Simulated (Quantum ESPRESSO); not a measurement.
The system is BN.

```
N B
1.0
     2.55394    0.00000    0.00000
    -1.27697    2.21178    0.00000
     0.00000    0.00000    4.22685
N B
2 2
Direct
  0.33333 0.66667 0.12528
  0.66667 0.33333 0.62528
  0.33333 0.66667 0.49972
  0.66667 0.33333 0.99972
```

Measurements of this composition are mostly on another form, of space group No. 194.

| Quantity | Value |
| --- | --- |
| Program | Quantum ESPRESSO 7.5 |
| Task | phonons |
| Functional | LDA |
| Potentials or basis | PseudoDojo 0.4.1 SR LDA standard |
| Cutoff | 1143 eV |
| Density cutoff | 4572 eV |
| k mesh | 8 × 8 × 4, shifted |
| Occupations | fermi-dirac, width 0.05 eV |
| Spin | no spin polarisation |
| Form of the LDA correlation | PW92 |
| Mixing beta | 0.5 |
| Most SCF iterations | 120 |
| SCF threshold | 8e-10 Ry |

The cell and the atoms were relaxed first, to 5.76 Å³/atom (a = 2.524 Å, b = 2.524 Å, c = 4.176 Å, α = 90.00°, β = 90.00°, γ = 120.00°), and the response was taken there.

```
N B
1.0
     2.52399    0.00000    0.00000
    -1.26199    2.18584    0.00000
     0.00000    0.00000    4.17570
N B
2 2
Direct
  0.33333 0.66667 0.12531
  0.66667 0.33333 0.62531
  0.33333 0.66667 0.49969
  0.66667 0.33333 0.99969
```

The first run showed a gap, so the response started from a second, tighter run with fixed occupations.

Q: Which optical modes does the crystal have at the zone centre, and which show in infrared and Raman spectra?

A: The optical modes are 2E2 + 2B1 + A1 + E1. Infrared active: A1 + E1. Raman active: 2E2 + A1 + E1.

Optical modes at Γ, degenerate ones joined, polar ones without the macroscopic field:
```
cm⁻¹  components  symmetry     active in  IR intensity, summed ((D/Å)²/amu)
 478           2        E2         Raman                               0.00
 984           2        E2         Raman                               0.00
 986           1        B1        silent                               0.00
1049           1        A1  IR and Raman                              27.55
1082           2        E1  IR and Raman                              49.88
1137           1        B1        silent                               0.00
```

Zone-centre frequencies without and with the macroscopic field along z (cm⁻¹):
|  | optical modes in rising order |
| --- | --- |
| without | 478 478 984 984 986 1049 1082 1082 1137 |
| with the field | 478 478 984 984 986 1082 1082 1137 1285 |

Born effective charge tensors (e):
atom 1, N
```
-1.82  0.00  0.00
 0.00 -1.82  0.00
 0.00  0.00 -1.91
```
atom 2, N
```
-1.82  0.00  0.00
 0.00 -1.82  0.00
 0.00  0.00 -1.91
```
atom 3, B
```
1.81 0.00 0.00
0.00 1.81 0.00
0.00 0.00 1.91
```
atom 4, B
```
1.81 0.00 0.00
0.00 1.81 0.00
0.00 0.00 1.91
```
